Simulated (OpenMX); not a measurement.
TiO2 under changes of volume

One of the cells (11.432 Å³/atom); the others are scaled copies at fixed shape and fractional positions:

```
Ti O
1.0
     9.45900    0.00000    0.00000
     0.00000    2.95850    0.00000
     0.00000    0.00000    4.90220
Ti O
4 8
Cartesian
  6.0244 0.7396 2.7679
  3.4346 2.2189 2.1343
  8.1641 2.2189 0.3168
  1.2949 0.7396 4.5854
  4.4684 0.7396 1.4295
  4.9906 2.2189 3.4727
  0.2611 2.2189 3.8806
  9.1979 0.7396 1.0216
  7.2484 0.7396 4.2330
  2.2106 2.2189 0.6692
  6.9401 2.2189 1.7819
  2.5189 0.7396 3.1203
```

Measurements of this composition are mostly on another form, of space group No. 141.

- Program: OpenMX 3.8.5
- Functional: PBE
- Potentials or basis: OpenMX 2013 PBE set, Ti7.0-s2p2d1, O6.0-s2p2, fixed grid of 112 × 36 × 60 points
- k mesh: 3 × 9 × 7
- Occupations: fermi-dirac, width 0.05 eV
- Spin: no spin polarisation

| volume (Å³/atom) | energy over the lowest point (meV/atom) | gap on the mesh (eV) | largest force (eV/Å) |
| --- | --- | --- | --- |
| 10.746 | 47.12 | 2.33 | 0.770 |
| 10.975 | 24.76 | 2.28 | 0.447 |
| 11.203 | 9.95 | 2.23 | 0.458 |
| 11.432 | ? | ? | ? |
| 11.661 | 0.00 | 2.13 | 0.518 |
| 11.889 | 3.58 | 2.08 | 0.694 |
| 12.118 | 12.10 | 2.03 | 0.925 |

Task: What does the run at 11.432 Å³/atom give?

Result: Energy over the lowest point 1.93 meV/atom; gap on the mesh 2.18 eV; largest force 0.481 eV/Å.

Worked out: A Birch-Murnaghan fit of order 3 (a polynomial in V^(-2/3)) to the other rows has its minimum at 11.62 Å³/atom with B0 = V·E''(V) = 199 GPa and B' = 4.3 at fixed shape and positions, which overstates the stiffness. It gives 1.92 meV/atom at 11.432 Å³/atom, against the run's 1.93. A straight line through the other rows of the gap, of slope -2.5 eV per unit of ln V, gives 2.18 eV, against the run's 2.18.

Energies are extrapolated to zero smearing.

Caveats: the transition metal has a single d function, too few for pressures, volumes and moments; an odd mesh through Γ misses points on the zone boundary, where band edges often lie; the basis of atomic orbitals isn't converged, which shifts pressures, moduli and gaps.
